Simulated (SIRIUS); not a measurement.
## Lu in SIRIUS: convergence with density tol

Lu:

```
Lu
1.0
    -1.95411    1.95411    1.95411
     1.95411   -1.95411    1.95411
     1.95411    1.95411   -1.95411
Lu
1
Direct
  0.00000 0.00000 0.00000
```

This isn't the form of Lu at room conditions, which is hcp.

```yaml
Program: SIRIUS 7.10.0
Task: single point
Functional: PBE
Potentials_or_basis: JTH 2.0 PBE (PAW)
Cutoff: 611 eV
Density_cutoff: 5442 eV
k_mesh: 10 × 10 × 10
Occupations: gaussian, width 0.05 eV
Spin: no spin polarisation
```

These are the settings of the first run; the series varies density tol, with any setting tied to it.

Hardware: 1 thread of Arm Neoverse V1, on a shared host.

```
density tol  energy less the tightest run, at zero smearing (meV/atom)  SCF cycles  CPU time (s)  peak memory (GiB)
       0.01                                                       0.00          27           100               0.54
      0.001                                                       0.00          27           100               0.54
     0.0001                                                       0.00          27           100               0.54
      1e-05                                                       0.00          27           100               0.54
      1e-06                                                       0.00          28           100               0.54
      1e-07                                                       0.00          33           120               0.54
```

Against the tightest run, the energy stays within 1 meV/atom from 0.01 on. The tightest run that finished is the yardstick and may itself not be fully converged.

The run has no spin-orbit coupling, so splittings on Lu are missing.
